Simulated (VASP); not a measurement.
## BaTiO3: single point with PBEsol

BaTiO3:

```
Ba Ti O
1.0
     2.82737    1.63238    2.31839
    -2.82737    1.63238    2.31839
     0.00000   -3.26476    2.31839
Ba Ti O
1 1 3
Direct
  0.00000 0.00000 0.00000
  0.48450 0.48450 0.48450
  0.50860 0.01750 0.50860
  0.01750 0.50860 0.50860
  0.50860 0.50860 0.01750
```

```yaml
Program: VASP 6.6.1
Task: single point
Functional: PBEsol
Potentials_or_basis: VASP PAW PBE potentials, release 64 (Ba_sv, Ti_sv, O)
Cutoff: 520 eV
k_mesh: 7 × 7 × 7
Occupations: fermi-dirac, width 0.05 eV
Spin: no spin polarisation
Ladder: free
Further_INCAR_settings: ALGO = Normal; EDIFF = 1e-07; NBANDS = 28
```

The pressure is 0.6 GPa and the largest force is 0.143 eV/Å. The band gap on the k mesh is 2.40 eV, indirect (least direct gap 2.74 eV).

Forces in eV/Å, atoms in the order of the input:
```
Ba   0.000  0.000 -0.126
Ti   0.000  0.000  0.143
O    0.082 -0.048 -0.006
O   -0.082 -0.048 -0.006
O    0.000  0.095 -0.006
```

Stress tensor (GPa, compression positive):
```
0.67 0.00 0.00
0.00 0.67 0.00
0.00 0.00 0.48
```

Levels at points of the mesh, in eV from the valence-band top:
| k point | band 18 | band 19 | band 20 | band 21 | band 22 | band 23 |
| --- | --- | --- | --- | --- | --- | --- |
| (0.00, 0.00, 0.00) | -0.48 | -0.34 | -0.34 | 2.40 | 2.40 | 2.54 |

Run time: 68 s on 2 MPI ranks on Intel(R) Xeon(R) Platinum 8375C CPU @ 2.90GHz (Ice Lake), with other jobs on the host, peak memory 0.21 GiB a rank.

Caveat: the PAW data sets were made with another functional, which shifts forces and pressure a little; spin-orbit coupling is left out, which moves the levels of the heavy elements; an odd mesh through Γ misses points on the zone boundary, where band edges often lie.
